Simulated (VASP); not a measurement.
Wanted: the native input for a VASP 6.6.1 run.

- Task: single point
- Functional: r2SCAN
- Potentials or basis: VASP PAW PBE potentials, release 64 (Si)
- Cutoff: 520 eV
- k mesh: 10 × 10 × 10
- Occupations: gaussian, width 0.02 eV
- Spin: no spin polarisation
- Dipole correction: no
- Further INCAR settings: ALGO = Normal; EDIFF = 1e-07; NBANDS = 11

The system is Si.

```
Si
1.0
     0.00000    2.72211    2.72211
     2.72211    0.00000    2.72211
     2.72211    2.72211    0.00000
Si
2
Direct
  0.50000 0.50000 0.50000
  0.75000 0.75000 0.75000
```

The input as run:

POSCAR

```
Si
1.0
    0.0000000000      2.7221053293      2.7221053293
    2.7221053293      0.0000000000      2.7221053293
    2.7221053293      2.7221053293      0.0000000000
Si
2
Direct
    0.5000000000      0.5000000000      0.5000000000
    0.7500000000      0.7500000000      0.7500000000
```

INCAR.step1

```
ALGO = Normal
EDIFF = 1E-4
ENCUT = 520
GGA = PE
ISMEAR = 0
LASPH = T
LCHARG = F
LREAL = F
LWAVE = T
NBANDS = 11
NELM = 100
PREC = Accurate
SIGMA = 0.02
```

INCAR.step2

```
ALGO = Normal
EDIFF = 1E-7
ENCUT = 520
ISIF = 2
ISMEAR = 0
ISTART = 1
LASPH = T
LCHARG = T
LELF = T
LMIXTAU = T
LREAL = F
LVHAR = T
LWAVE = F
METAGGA = R2SCAN
NBANDS = 11
NELM = 100
PREC = Accurate
SIGMA = 0.02
```

KPOINTS

```
k-points
0
Gamma
  10 10 10
```

Potentials or basis: VASP PAW PBE potentials, release 64 (Si).

The run is started by

```sh
$ cat potpaw_PBE.64/Si/POTCAR > POTCAR
$ cp INCAR.step1 INCAR
$ mpirun -np 1 vasp_std > vasp.out
$ cp INCAR.step2 INCAR
$ mpirun -np 1 vasp_std > vasp.out
```

Results of the run:

- Pressure: -0.2 GPa
- Band gap on the k mesh: 0.79 eV, indirect (least direct gap 2.75 eV)

Caveat: the PAW data sets were made with another functional, which shifts forces and pressure a little.

It took 40 s on 1 thread of Intel(R) Xeon(R) 6975P-C (Granite Rapids), on a shared host, peak memory 0.16 GiB.
